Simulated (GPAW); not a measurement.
KBr:

```
Br K
1.0
     0.00000    3.30000    3.30000
     3.30000    0.00000    3.30000
     3.30000    3.30000    0.00000
Br K
1 1
Cartesian
  3.3000 3.3000 3.3000
  0.0000 0.0000 0.0000
```

```yaml
Program: GPAW 26.7.0
Task: relaxation of cell and atoms
Functional: RPBE
Potentials_or_basis: the program's PAW data sets (release 1.2.1) made for this functional
Cutoff: 600 eV
Basis: pw
k_mesh: 7 × 7 × 7
Occupations: fermi-dirac, width 0.05 eV
Spin: no spin polarisation
```

At the start: pressure 2.1 GPa; volume 35.94 Å³/atom.

Problem. Where does the relaxation end?

Solution. Over 4 steps the energy falls by 31.8 meV/atom and the volume is 41.31 Å³/atom (+14.9 %); space group Fm-3m (No. 225, to 0.05 Å).

The path:
| step | energy change (eV) | largest force (eV/Å) | pressure (GPa) | volume (Å³) |
| --- | --- | --- | --- | --- |
| 1 | 0.0000 | 0.0000 | 2.10 | 71.87 |
| 2 | -0.0092 | 0.0000 | 1.91 | 72.60 |
| 3 | -0.0624 | 0.0000 | 0.23 | 81.18 |
| 4 | -0.0637 | 0.0000 | 0.03 | 82.61 |

Final structure:
```xyz
2
Lattice="0.0000 3.4568 3.4568 3.4568 0.0000 3.4568 3.4568 3.4568 0.0000" Properties=species:S:1:pos:R:3 pbc="T T T"
Br    3.4568    3.4568    3.4568
K     0.0000    0.0000    0.0000
```

Caveat: later steps reuse the first step's grids; the volume moved by +15 % from the deposited cell, more than functionals usually miss.
